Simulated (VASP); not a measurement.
The system is HfC.

```
Hf C
1.0
     3.34287    0.00000    0.00000
    -1.67143    2.89501    0.00000
     0.00000    0.00000    5.20271
Hf C
2 2
Cartesian
  0.0000 1.9300 1.3007
  1.6714 0.9650 3.9020
  0.0000 0.0000 2.6014
  0.0000 0.0000 0.0000
```

The cell comes from a database or a generator and needn't be the stable form of this composition.

```yaml
Program: VASP 6.6.1
Task: single point
Functional: PBEsol
Potentials_or_basis: VASP PAW PBE potentials, release 64 (Hf_pv, C)
Cutoff: 520 eV
k_mesh: 9 × 9 × 5
Occupations: fermi-dirac, width 0.05 eV
Spin: no spin polarisation
```

On this cell: pressure -7.9 GPa; largest force under 0.003 eV/Å; band gap on the k mesh none (metal or under the smearing width).

The same run follows on a disturbed copy (atoms moved at random, drawn with an rms of 0.05 Å):

```
Hf C
1.0
     3.34287    0.00000    0.00000
    -1.67143    2.89501    0.00000
     0.00000    0.00000    5.20271
Hf C
2 2
Direct
  0.33878 0.66655 0.25622
  0.67665 0.34244 0.74911
  0.00969 0.00677 0.49964
  0.00129 0.99478 0.00306
```

**Question.** What changes?

**Answer.** The energy (extrapolated to zero smearing) moves by +4.8 meV/atom; pressure -7.7 GPa; largest force 0.642 eV/Å; band gap on the k mesh none (metal or under the smearing width).

Forces in eV/Å, atoms in the order of the input:
```
Hf  -0.020  0.043 -0.615
Hf  -0.013 -0.355  0.536
C   -0.018 -0.003  0.172
C    0.052  0.314 -0.092
```

Stress tensor (GPa, compression positive):
```
-8.71  0.00 -0.01
 0.00 -8.78 -0.10
-0.01 -0.10 -5.70
```

Caveats: the PAW data sets were made with another functional, which shifts forces and pressure a little.
